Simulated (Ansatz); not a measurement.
# A series in volume per atom on CdS

Results calculated with Ansatz 0.2.0, not measured. Density functional stress and forces at fixed atoms, pressure and stress positive in compression, spin-unpolarised plane waves.

Cell of the first row (space group P6_3mc, No. 186):
```
CdS
1.0
      3.9206     0.0000     0.0000
     -1.9603     3.3953     0.0000
      0.0000     0.0000     6.3695
Cd S
2 2
Direct
  0.33333 0.66667 -0.00083
  0.66667 0.33333 0.49917
  0.33333 0.66667 0.37583
  0.66667 0.33333 0.87583
```

Settings of every row: periodic directions 3; functional HSE06; spin orbit no; potentials PAW; wave cutoff 420 eV; k mesh 6x6x4; smearing width 0 eV.

Limits: stress loosely converged.

| row | volume per atom (Å³) | pressure (GPa) |
| --- | --- | --- |
| 1 | 21.197 | 16.5 |
| 2 | 21.591 | 14.3 |
| 3 | 23.188 | 7 |
| 4 | 23.781 | ? |
| 5 | 24.281 | 3.2 |
| 6 | 24.652 | 2.2 |
| 7 | 25.407 | 0.2 |
| 8 | 26.177 | -1.5 |
| 9 | 26.962 | -2.9 |
| 10 | 28.579 | -5.2 |
| 11 | 29.412 | -6.2 |

Question: what pressure should row 4 give?

Worked fit of pressure. Take u = (V_r/V)^(2/3) − 1 with V_r = 25.029 Å³ an atom, which is twice the finite (Eulerian) strain; such expansions in the strain, on which the Birch-Murnaghan equation of state is built, carry the rest volume and the bulk modulus. The shown rows have u = 0.11715, 0.10352, 0.05225, 0.02043, 0.01017, -0.00994, -0.02945, -0.04839, -0.08463, -0.10199. Least squares give pressure = 1.15 + 98.82 × u + 272.1 × u² GPa; a straight line predicts inner rows, each left out in turn, worse (root mean square 1.3 against 0.07 GPa). The rows lie off it by 0.0, 0.0, -0.1, -0.1, 0.0, 0.0, 0.0, 0.1, 0.1, -0.1. The pressure vanishes at u = -0.0120, or V = 25.49 Å³ an atom, and there the bulk modulus with atoms relaxed is B = −V dP/dV = (2/3)(1 + u) dP/du = 60.8 GPa. The withheld row has u = 0.03469, so the fit gives 1.15 + 98.82 × (0.03469) + 272.1 × (0.03469)² = 4.9 GPa.

The calculation gave 4.8 GPa. The fit lies 0.1 GPa (2.1 % of the value, 0.44 % of the column's range) above it, one unit of the last digit.
